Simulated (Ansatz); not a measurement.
The system is Ga.

```xyz
1
Lattice="-1.3844 1.3844 2.3112 1.3844 -1.3844 2.3112 1.3844 1.3844 -2.3112" Properties=species:S:1:pos:R:3 pbc="T T T"
Ga    0.0000    0.0000    0.0000
```

This isn't the form of Ga at room conditions, which is orthorhombic.

| Item | Value |
| --- | --- |
| Program | Ansatz 0.2.0 |
| Task | single point |
| Functional | PBE |
| Potentials or basis | all-electron LAPW, scalar-relativistic |
| Cutoff | 238 eV (chosen from the basis error) |
| Basis error allowed | 0.001 eV/atom |
| k mesh | 13 × 13 × 13 |
| Occupations | fermi-dirac, width 0.05 eV |
| Spin | no spin polarisation |

On this cell: pressure 3.5 GPa; band gap on the k mesh none (metal or under the smearing width).

The same run follows on a disturbed copy (cell strained at random at fixed volume):

```
CELL_PARAMETERS angstrom
-1.34574 1.36748 2.27974
1.38532 -1.38141 2.31180
1.38426 1.41993 -2.28809
ATOMIC_POSITIONS crystal
Ga 0.00017 0.01188 0.01187
```

Question: What does the disturbed cell give?

Answer: The energy (extrapolated to zero smearing) moves by +0.2 meV/atom; pressure 3.7 GPa; band gap on the k mesh none (metal or under the smearing width).

Stress tensor (GPa, compression positive):
```
 4.01  0.15 -0.03
 0.15  3.84 -0.13
-0.03 -0.13  3.23
```
